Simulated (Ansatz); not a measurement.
# NiO (Fm-3m) in Ansatz: a series of runs

The runs below take NiO through phonons, elastic constants, with LDA.

All numbers are computed with Ansatz 0.2.0; they aren't measurements. Logs are shortened: lines on timing, memory, paths and dates and some standing lists are left out, and cuts for length are marked.

**The experiment to reproduce.**

“Local correlations, non-local screening, multiplets, and band formation in NiO”, 2012, arxiv:1210.6675 quotes, for a bulk crystal of NiO: band gap 4.3 eV.

The results are compared with them further down.

## 1. The structure

The structure is cubic, space group Fm-3m (No. 225). Conventional cell: a = 4.172 Å, b = 4.172 Å, c = 4.172 Å, α = 90.00°, β = 90.00°, γ = 90.00°. Ni (site symmetry m-3m) is surrounded by 6 O at 2.09 Å. Around O (site symmetry m-3m) lie 6 Ni at 2.09 Å.

## 2. Phonons, LDA, collinear spin, ferromagnetic start

File input.yaml:

```yaml
crystal:
  lattice:
    - [0.0, 2.0859016414, 2.0859016414]
    - [2.0859016414, 0.0, 2.0859016414]
    - [2.0859016414, 2.0859016414, 0.0]
  atoms:
    - { symbol: Ni, position: [0.0, 0.0, 0.0], spin: 1.0 }
    - { symbol: O, position: [0.5, 0.5, 0.5] }
hamiltonian:
  xc: lda
  pseudopotentials: { kind: paw }
magnetization:
  spin_polarized: true
kpoints:
  mp_grid: { grid: [8, 8, 8] }
scf:
  occupations: { method: fermi_dirac, width: 0.05 }
phonons:
  method: dfpt
  qmesh: [2, 2, 2]
  temperatures: { t_max: 1000, t_step: 100 }
  qpath:
    path:
      - [[0.0, 0.0, 0.0], [0.5, 0.0, 0.5], [0.5, 0.25, 0.75], [0.375, 0.375, 0.75], [0.0, 0.0, 0.0], [0.5, 0.5, 0.5], [0.625, 0.25, 0.625], [0.5, 0.25, 0.75], [0.5, 0.5, 0.5], [0.375, 0.375, 0.75]]
      - [[0.625, 0.25, 0.625], [0.5, 0.0, 0.5]]
    npoints: 8
```

Potentials or basis: Ansatz PAW.

Run with:

```
$ ansatz run input.yaml --threads 2 --pin off --max-ram 5632MiB --backend cpu --events-out ev --progress --plain --runs-dir out
```

The log of the run:

```text
Warning: RAYON_NUM_THREADS=2 ignored (pool sized by the plan → 2); use --threads N
Engine: ansatz 0.2.0, aarch64-unknown-linux-gnu
Pseudopotentials: kind: paw
Pseudopotential: Ni, paw, valence charge 18, recommended cutoff 420 eV (normal), Ni.paw.azcp
Pseudopotential: O, paw, valence charge 6, recommended cutoff 420 eV (normal), O.paw.azcp
Functional definition: SPW92
  exchange = slater_x
  correlation = pw_c
Crystal: 2 atoms, lattice volume = 18.151 Å³
Basis set: ecut = 420 eV, 339 PW (Γ), exchange–correlation on 40×40×40 points (8 copies of the dense FFT grid, shifted against one another)
Bands: 17, of which v1, the nominal top of the filled ones, is band 12 counted from 1 (11 counted from 0)
Symmetry: 48 space group operations
Space group: Fm-3m (ITA 225), of the structure as read, at distance tolerance 2.6e-5 Å
Magnetic group: BNS 225.116 (UNI 1618), of the structure as read, at distance tolerance 2.6e-5 Å
k-points: 29 of 512
Non-local potential: Ni, projectors of the file, l = 0: 3, l = 1: 2, l = 2: 3, l = 3: 1
Non-local potential: O, projectors of the file, l = 0: 2, l = 1: 2, l = 2: 1
PAW form: soft (Blöchl's): semilocal exchange-correlation on the pseudo side does not see the compensation charge
PAW frozen core: Ni, regenerated for the run's functional, and the local potential with it (the file was generated under x = pbe(κ = 0.804, μ = 0.2195149727645171), c = pbe(β = 0.06672455060314922))
PAW frozen core: O, regenerated for the run's functional, and the local potential with it (the file was generated under x = pbe(κ = 0.804, μ = 0.2195149727645171), c = pbe(β = 0.06672455060314922))
PAW one-centre angular grid: Ni, 590 points (default); XC on 64 Gauss nodes
PAW one-centre angular grid: O, 110 points (default); XC on 64 Gauss nodes
Initial density: superposition of atomic densities (chi_scale 0.1, normalization cell, long waves kept (reshape's long-wave potential 0.00 eV rms))
Starting moments: Σ|m| = 1 μB on 1 of 2 sites
Initial wavefunctions: pseudopotential atomic-orbital guess
Functional: x = slater, c = lda
SCF 1 converged in 12 iterations: F = -6327.041788 eV  dr2 = 2.39e-10
a single point of the input's cell can leave the moments in the input for a lower state (scf.lower_state_search): this run first made a single point of its cell. This run's own SCFs start from the density of the state that the single point found, with the moments in the input. The single point stayed on the moments in the input.
Initial density: read from a saved state, or passed on in memory by an earlier SCF of this step, an earlier step, the calling program or the single point that the run made first
Stability of the state it starts from, as read at its close in the collinear treatment: not read negative (Ritz values of 1 − χ₀K, real part plus size of imaginary part, from 0.78 to 1.5, by its mixing steps under the symmetry group of the SCF that read it); its run was given moments
Starting moments: Σ|m| = 1 μB on 1 of 2 sites; this step starts from the density that it was given
iter 1 solved again at ethr=2.52e-9 eV; its pass at ethr=3.10e-3 eV (dr2=6.04e-7 eV) is discarded
SCF iter   1: F=—  HF=-6327.041788 eV  |F-HF|=—  |Δ(HF+E_count)|=         —  Δρ=6.23e-7 (↑6.23e-7 ↓2.16e-7)  dr2=5.64e-11  dr2_m=1.13e-11  M=0.714 μB ∫|m|=0.715 μB  β_m=0.65  ethr=2.52e-9  ⟨swp⟩=3.5  Hψ=7300  notcnv=0
preconditioner: auto → none  [metal: Δε(μ)=0.028 eV  Ē_g=14.237 eV  σ=0.050 eV  W_gap=0.14  n_scr=0 (ndim 8)  ℏωp=34.9 eV  f_vac=0.000  D(μ)=1.47/eV (n_scr^D=14)]
SCF iter   2: F=—  HF=-6327.041788 eV  |F-HF|=—  |Δ(HF+E_count)|=  2.60e-10  Δρ=7.07e-7 (↑2.38e-7 ↓7.07e-7)  dr2=8.73e-11  dr2_m=1.04e-11  M=0.714 μB ∫|m|=0.715 μB  β_m=0.30  ethr=1.00e-12  ⟨swp⟩=2.7  Hψ=1878  notcnv=0
SCF iter   3: F=—  HF=-6327.041788 eV  |F-HF|=—  |Δ(HF+E_count)|=  4.09e-11  Δρ=2.91e-7 (↑2.91e-7 ↓1.57e-7)  dr2=1.77e-12  dr2_m=8.16e-12  M=0.714 μB ∫|m|=0.715 μB  β_m=0.57  ethr=1.00e-12  ⟨swp⟩=2.0  Hψ=1216  notcnv=0
SCF iter   4: F=-6327.041788 eV  HF=-6327.041788 eV  |F-HF|=5.46e-12  |Δ(HF+E_count)|=  8.19e-12  Δρ=1.19e-7 (↑7.57e-8 ↓1.19e-7)  dr2=5.00e-12  dr2_m=1.10e-13  M=0.714 μB ∫|m|=0.715 μB  ethr=1.00e-12  ⟨swp⟩=3.8  Hψ=3917  notcnv=0
SCF 2 converged in 4 iterations: F = -6327.041788 eV  dr2 = 5.00e-12
iter 1 solved again at ethr=3.37e-9 eV; its pass at ethr=3.10e-3 eV (dr2=8.08e-7 eV) is discarded
SCF iter   1: F=—  HF=-6327.041788 eV  |F-HF|=—  |Δ(HF+E_count)|=         —  Δρ=1.77e-7 (↑1.06e-7 ↓1.77e-7)  dr2=1.01e-11  dr2_m=2.57e-13  M=0.714 μB ∫|m|=0.715 μB  β_m=0.30  ethr=3.37e-9  ⟨swp⟩=3.3  Hψ=7261  notcnv=0
preconditioner: auto → none  [metal: Δε(μ)=0.028 eV  Ē_g=14.237 eV  σ=0.050 eV  W_gap=0.14  n_scr=8 (ndim 8)  ℏωp=34.9 eV  f_vac=0.000  D(μ)=1.47/eV (n_scr^D=14)]
SCF iter   2: F=—  HF=-6327.041788 eV  |F-HF|=—  |Δ(HF+E_count)|=  1.66e-10  Δρ=3.61e-7 (↑2.21e-7 ↓3.61e-7)  dr2=4.73e-11  dr2_m=1.20e-12  M=0.714 μB ∫|m|=0.715 μB  β_m=0.30  ethr=1.00e-12  ⟨swp⟩=2.8  Hψ=1868  notcnv=0
SCF iter   3: F=-6327.041788 eV  HF=-6327.041788 eV  |F-HF|=7.28e-12  |Δ(HF+E_count)|=  4.55e-12  Δρ=1.48e-7 (↑8.96e-8 ↓1.48e-7)  dr2=8.24e-12  dr2_m=2.20e-13  M=0.714 μB ∫|m|=0.715 μB  ethr=1.00e-12  ⟨swp⟩=2.7  Hψ=3231  notcnv=0
SCF 3 converged in 3 iterations: F = -6327.041788 eV  dr2 = 8.24e-12
phonons: the bands overlap, so this run is a metal and interpolates without the dipole-dipole term. If the crystal is really an insulator or semiconductor, its LO-TO splitting is missing
NSCF: frozen V_eff on 29 k-points
NSCF: frozen V_eff on 59 k-points
DFPT response loops at q = (0, 0, 0) (fractional): preconditioner auto → Kerker (q_TF=auto, 2.858 Å⁻¹) (partly filled bands, converged f_vac=0.000); β = 1.00, the filter's whole step (`scf.mixing.beta` (0.30) is not read by the response loops under this deck's `scf.mixing.preconditioner`; to damp them name `kerker` or `kerker_dos`, under which they read `scf.mixing.beta`, and type it under 1.00, their step now; both keys bind the ground state too); Broyden in place of MSR1
NSCF: frozen V_eff on 300 k-points
DFPT response loops at q = (0, 0, -0.5) (fractional): mixed as the last ones told, above
NSCF: frozen V_eff on 190 k-points
DFPT response loops at q = (0, -0.5, -0.5) (fractional): mixed as the last ones told, above
SCF converged after 4 iterations
Magnetization: 0.7140 μB (12.3570 up, 11.6430 down)
Absolute magnetization: 0.7154 μB (∫|ρ↑−ρ↓|, with the PAW one-centre terms)
Spin contamination: 0.0028 ħ² per cell (⟨S²⟩ above its minimum at these occupations)
Per-site moments (μB) at R_I (Å): [(0.5820950215243915, 0.8604344270775), (0.10583613204055288, 0.8604344270775)]
Free energy (F): -6327.041788 eV
Harris-Foulkes:  -6327.041788 eV  (|F-HF|=5.46e-12)
Internal energy: -6327.028993 eV  (E = F + TS)
E sigma→0 (E₀):  -6327.035391 eV
Entropy (-TS):   -0.012795 eV (-6.398 meV/atom)
Fermi energy:    13.969241 eV
--- Per-component energies (eV) ---
  E_band       = -327.366467
  E_kinetic    = 452.395701
  E_local      = -3999.405572  (includes V_loc(G=0)·N_el)
  E_nonlocal   = 697.425757
  E_hartree    = 1645.913500
  E_xc         = -154.487205
  E_vxc        = -199.320578  (∫ρ·V_xc dr)
  E_paw        = -1714.606334  (= ΣΔE_a)
  E_vpaw       = -570.291967  (= ΣTr[D̂ρ^β])
  E_aug_tail   = 0.003028  (compensation charges beyond the density's cutoff)
  E_ewald      = -3254.798910
  E_core_change = 0.531042  (= ΣΔE_core)
  E_smearing   = -0.012795  (= −TS)
  E_closure    = -0.000000  (closes the sum)
  Σ components = -6327.041788   (vs F -6327.041788, Δ=0.00e0)
--- Band table (eV; the first three rows and the last of 58) ---
  k-point 0 ↑: bands = ["-88.5962", "-49.4158", "-49.4158", "-49.4158", "-6.2652", "10.8260", "10.8260", "10.8260", "11.9482", "11.9482", "11.9482", "11.9507", "11.9507", "15.5808", "31.6782", "32.8933", "32.8933"]
  k-point 1 ↑: bands = ["-88.5957", "-49.4208", "-49.4165", "-49.4165", "-6.0847", "9.6357", "10.0784", "10.0784", "12.0601", "12.0601", "12.2336", "12.7656", "12.7656", "16.5465", "29.0618", "32.2397", "32.2397"]
  k-point 2 ↑: bands = ["-88.5947", "-49.4327", "-49.4181", "-49.4181", "-5.6135", "7.7633", "9.1705", "9.1705", "12.3392", "12.3392", "12.5734", "13.8464", "13.8464", "18.2270", "26.1408", "30.2923", "30.2923"]
  k-point 28 ↓: bands = ["-87.8886", "-48.7566", "-48.7566", "-48.7474", "-4.4693", "7.9047", "7.9047", "8.3658", "13.0685", "13.0685", "13.5108", "13.5967", "14.3672", "22.6492", "24.7298", "24.7298", "27.5598"]
--- Phonons (Γ-DFPT): 2 representative perturbations + reference (Σ response iterations 6) ---
  ASR residual: 2.377e-4 → 0.000e0 eV/Å²; symmetrization residual: 2.512e-6 eV/Å²
  ASR residual per site (eV/Å²): 2.38e-4 2.26e-6
  Γ frequencies (cm⁻¹): 0.00 0.00 0.00 249.42 249.42 249.42
--- Phonons (arbitrary-q DFPT): 3 irreducible q on the 2×2×2 mesh ---
  q = [0.0000, 0.0000, 0.0000] (star 1, of the zone-centre solve; hermiticity 1.75e-6, symmetrization 6.91e-12): -0.00 -0.00 0.00 249.42 249.42 249.42
  q = [0.0000, 0.0000, -0.5000] (star 4, 2 solved perturbations on 150 of 512 k-point pairs; hermiticity 4.32e-13, symmetrization 8.40e-13): -184.85 -184.85 155.27 155.27 233.84 237.42
  q = [0.0000, -0.5000, -0.5000] (star 3, 4 solved perturbations in 308 linear systems a pass and spin channel, the states on 95 of 512 k-point pairs; hermiticity 8.82e-7, symmetrization 5.92e-13): 150.71 150.71 216.75 302.38 302.38 344.06
  sum rule: each row above includes the acoustic sum rule's correction from the zone centre's row sums; it moved no ω² by more than (1.05 cm⁻¹)²
  mesh force constants: q→R imaginary residual 1.80e-17; ASR residual 2.377e-4 → 0.000e0 eV/Å²; symmetrization residual 3.109e-15 eV/Å²
  interpolated dispersion: 82 rows × 6 modes
  density of states and harmonic sums: on the 26×26×26 q-mesh, interpolated from the force constants of a 2×2×2 supercell (no non-analytic term)
  largest difference from the sums on the solved wave vectors: F 1.72e-1 eV, S 2.40e-4 and C_V 7.47e-5 eV/K
  zero-point energy: 0.064566 eV/cell   skipped modes (ω ≤ 0): 314, of them read as no rigid motion or as one in doubt: 311 (5.803e-1 modes/cell left out, lowest -184.85 cm⁻¹)   left out of the sums: 9.68e-2 of the cell's modes: C_V's classical limit lies that fraction below 3 k_B per atom; for a crystal, a wire or a layer, F and S can be off by more, and a phonons.interpolated_qmesh denser along its periods is the remedy for the sampling
```

Wall time 28 s (2 threads of Arm Neoverse V1, shared host); peak memory 0.53 GiB.

Results:

* Free energy: -6327.0418 eV
* Band gap on the k mesh: none (metal or under the smearing width)
* Net moment: 0.71 μB per cell
* Absolute moment: 0.72 μB per cell
* Site moments: Ni +0.58; O +0.11 μB
* Highest phonon frequency: 344 cm⁻¹
* Most unstable mode: 185i cm⁻¹

Phonon frequencies in cm⁻¹ (negative: imaginary):
| q point | frequencies |
| --- | --- |
| (0.000, 0.000, 0.000) | 0 0 0 249 249 249 |
| (0.000, 0.000, -0.500) | -185 -185 155 155 234 237 |
| (0.000, -0.500, -0.500) | 151 151 217 302 302 344 |

Caveat: some modes are imaginary; the q mesh is small, so phonon branches between its points and thermal values are rough; a cell with one magnetic atom can't hold antiferromagnetic order, which such compounds often take; semilocal functionals often make such compounds metallic where correlation or magnetic order opens a gap, which also shifts bond lengths; the PAW data sets come from PBE, with cores solved anew for the run's functional, which leaves a small shift of forces and pressure.

## 3. Elastic constants, LDA, collinear spin, ferromagnetic start

File input.yaml:

```yaml
crystal:
  lattice:
    - [0.0, 2.0859016414, 2.0859016414]
    - [2.0859016414, 0.0, 2.0859016414]
    - [2.0859016414, 2.0859016414, 0.0]
  atoms:
    - { symbol: Ni, position: [0.0, 0.0, 0.0], spin: 1.0 }
    - { symbol: O, position: [0.5, 0.5, 0.5] }
hamiltonian:
  xc: lda
  pseudopotentials: { kind: paw }
magnetization:
  spin_polarized: true
kpoints:
  mp_grid: { grid: [8, 8, 8] }
scf:
  occupations: { method: fermi_dirac, width: 0.05 }
output:
  forces: true
  stress: true
elastic:
  mode: clamped_ion
  stencil: two_point
```

Potentials or basis: Ansatz PAW.

Run with:

```
$ ansatz run input.yaml --threads 2 --pin off --max-ram 5632MiB --backend cpu --events-out ev --progress --plain --runs-dir out
```

The log of the run:

```text
Warning: RAYON_NUM_THREADS=2 ignored (pool sized by the plan → 2); use --threads N
[... 7 set-up lines as earlier in the session ...]
Crystal: 2 atoms, lattice volume = 18.151 Å³
Basis set: ecut = 420 eV, 339 PW (Γ)
Bands: 17, of which v1, the nominal top of the filled ones, is band 12 counted from 1 (11 counted from 0)
[... 2 set-up lines as earlier in the session ...]
Magnetic group: BNS 225.116 (UNI 1618), of the structure as read, at distance tolerance 2.6e-5 Å
k-points: 29 of 512
[... 8 set-up lines as earlier in the session ...]
Starting moments: Σ|m| = 1 μB on 1 of 2 sites
[... 2 set-up lines as earlier in the session ...]
SCF 1 converged in 12 iterations: F = -6327.041787 eV  dr2 = 2.38e-10
a single point of the input's cell can leave the moments in the input for a lower state (scf.lower_state_search): this run first made a single point of its cell. This run's own SCFs start from the density of the state that the single point found, with the moments in the input. The single point stayed on the moments in the input.
[... 83 lines left out ...]
  E_local      = -3999.405697  (includes V_loc(G=0)·N_el)
  E_nonlocal   = 697.425794
  E_hartree    = 1645.913605
  E_xc         = -154.487199
  E_vxc        = -199.320572  (∫ρ·V_xc dr)
  E_paw        = -1714.606347  (= ΣΔE_a)
  E_vpaw       = -570.291967  (= ΣTr[D̂ρ^β])
  E_aug_tail   = 0.003028  (compensation charges beyond the density's cutoff)
  E_ewald      = -3254.798910
  E_core_change = 0.531042  (= ΣΔE_core)
  E_smearing   = -0.012795  (= −TS)
  E_closure    = 0.000000  (closes the sum)
  Σ components = -6327.041787   (vs F -6327.041787, Δ=0.00e0)
--- Forces (eV/Å), atoms counted from 1 ---
  atom   1  Ni    -0.00000000     0.00000000    -0.00000000
  atom   2  O      0.00000000    -0.00000000     0.00000000
  max |Σ_I F_I| component: 2.05e-29 eV/Å
--- Stress (GPa, compression-positive) ---
      -19.027970      -0.000000       0.000000
       -0.000000     -19.027970       0.000000
        0.000000      -0.000000     -19.027970
  P = ⅓ Tr σ = -19.0280 GPa (-190.280 kbar)
--- Band table (eV; the first three rows and the last of 58) ---
  k-point 0 ↑: bands = ["-88.5962", "-49.4158", "-49.4158", "-49.4158", "-6.2652", "10.8260", "10.8260", "10.8260", "11.9482", "11.9482", "11.9482", "11.9507", "11.9507", "15.5808", "31.6782", "32.8933", "32.8933"]
  k-point 1 ↑: bands = ["-88.5958", "-49.4208", "-49.4165", "-49.4165", "-6.0847", "9.6357", "10.0784", "10.0784", "12.0601", "12.0601", "12.2336", "12.7656", "12.7656", "16.5465", "29.0618", "32.2397", "32.2397"]
  k-point 2 ↑: bands = ["-88.5947", "-49.4327", "-49.4181", "-49.4181", "-5.6135", "7.7633", "9.1705", "9.1705", "12.3391", "12.3391", "12.5734", "13.8464", "13.8464", "18.2270", "26.1408", "30.2923", "30.2923"]
  k-point 28 ↓: bands = ["-87.8886", "-48.7566", "-48.7566", "-48.7474", "-4.4693", "7.9047", "7.9047", "8.3658", "13.0685", "13.0685", "13.5108", "13.5967", "14.3672", "22.6492", "24.7298", "24.7298", "27.5598"]
--- Elastic constants: 2 strain directions × 2 members + reference (group order 48) ---
  dense FFT box of the reference and of every strained cell: 20×20×20
  strains applied: 11, 23; error gains: componentwise 1.00 (the most a stress slope's error grows in a printed constant), spectral 1.73 (1 for all six strains in a standard setting)
  C = ∂σ_k/∂η_j (tension-positive GPa; Voigt order 11 22 33 23 13 12):
       210.347    147.581    147.581      0.000     -0.000     -0.000
       147.581    210.347    147.581     -0.000      0.000     -0.000
       147.581    147.581    210.347     -0.000     -0.000      0.000
         0.000     -0.000     -0.000     50.018     -0.000     -0.000
        -0.000      0.000      0.000      0.000     50.018      0.000
        -0.000      0.000     -0.000     -0.000      0.000     50.018
  reference stress σ⁰ (GPa):     19.028     19.028     19.028     -0.000     -0.000      0.000
  C* (energy form; C + prestress term) asymmetry max|C*_kj − C*_jk| = 5.684e-14 GPa — a small one proves nothing (zero by symmetry where the batch's group is 432, −43m or m−3m); a large one is finite-difference/SCF noise where every solve meets its electron count
  moduli (Voigt/Reuss/Hill, GPa): K = 168.50/168.50/168.50   G = 42.56/40.42/41.49   E = 115.03   ν = 0.386
  mechanically stable: yes (min eigenvalue of sym C = 50.02 GPa)
  strain η (Voigt 11):  stress-route row diagonal C_11 = 210.35 GPa, energy-path curvature d²(F+E_count+ΔE)/dδ²/Ω₀ = 219.11 GPa
         δ    σ_11 (GPa)             F (eV)   n_scf  n_hpsi   n_pw
    -2.000e-3      18.5979       -6327.0460156      11   45239    363
     2.000e-3      19.4393       -6327.0374067       8   35749    363
  strain η (Voigt 23):  stress-route row diagonal C_44 = 50.02 GPa, energy-path curvature d²(F+E_count+ΔE)/dδ²/Ω₀ = 43.36 GPa
         δ    σ_23 (GPa)             F (eV)   n_scf  n_hpsi   n_pw
    -2.000e-3      -0.1000       -6327.0417519       9   65661    363
     2.000e-3       0.1000       -6327.0417519       8   59254    363
```

elastic_members.tsv:

```text
[... 14 lines left out ...]
3	2.0000000000e-3	1.9027683401e1	1.9025861817e1	1.9025861817e1	1.0004458755e-1	-5.6455210087e-16	2.6056250809e-16	-6.3270417519e3	-6.3270353545e3	8	59254	363	nan	nan	0.0000000000e0	-9.3500435528e-1	-9.3822959886e-1	-9.3822959886e-1	3.3216022729e-4	1.8456510990e-17	-1.6827995314e-17	1.3989661796e-4	0.0000000000e0
```

Run time: 9.1 s. Hardware: 2 threads of Arm Neoverse V1, shared host; peak memory 0.33 GiB.

Results:

```yaml
Free_energy: -6327.0418 eV
Pressure: -19.0 GPa
Band_gap_on_the_k_mesh: none (metal or under the smearing width)
Net_moment: 0.71 μB per cell
Absolute_moment: 0.72 μB per cell
Site_moments: Ni +0.58; O +0.11 μB
Clamped-ion_elastic_constants_C11_C12_C44: 210, 148, 50 GPa
Voigt_bulk_modulus: 169 GPa
```

Elastic tensor in Voigt notation (GPa, ions clamped, in the Cartesian axes of the cell as first typed):
```
210 148 148   0   0   0
148 210 148   0   0   0
148 148 210   0   0   0
  0   0   0  50   0   0
  0   0   0   0  50   0
  0   0   0   0   0  50
```

Caveat: the cell is more than 3 GPa from zero pressure, which shifts response properties; elastic constants of metals need much finer meshes, so these are rough; so large a pressure means that the cell lies far from this level's equilibrium, or that cutoff or potentials fall short; the pressure holds a Pulay correction of +0.9 GPa for the finite cutoff; a cell with one magnetic atom can't hold antiferromagnetic order, which such compounds often take; semilocal functionals often make such compounds metallic where correlation or magnetic order opens a gap, which also shifts bond lengths; the PAW data sets come from PBE, with cores solved anew for the run's functional, which leaves a small shift of forces and pressure.

## 4. Comparison with measurements

Step 2. Against the measured gap of NiO, 4.3 eV (quoted in “Local correlations, non-local screening, multiplets, and band formation in NiO”, 2012, arxiv:1210.6675), the calculated 0.00 eV is off by -4.30 eV. So large a miss can be the level of theory's own, or it may mean another phase, state or a wrong row. The value is that of LDA on a finite k mesh, which can miss the band edges, without temperature or zero-point motion. Semilocal functionals fall short of measured gaps as a rule. The run's magnetic order (collinear spin, ferromagnetic start) needn't be the measured crystal's.

Step 3. Against the measured gap of NiO, 4.3 eV (quoted in “Local correlations, non-local screening, multiplets, and band formation in NiO”, 2012, arxiv:1210.6675), the calculated 0.00 eV is off by -4.30 eV. So large a miss can be the level of theory's own, or it may mean another phase, state or a wrong row. The value is that of LDA on a finite k mesh, which can miss the band edges, without temperature or zero-point motion. Semilocal functionals fall short of measured gaps as a rule. The run's magnetic order (collinear spin, ferromagnetic start) needn't be the measured crystal's.
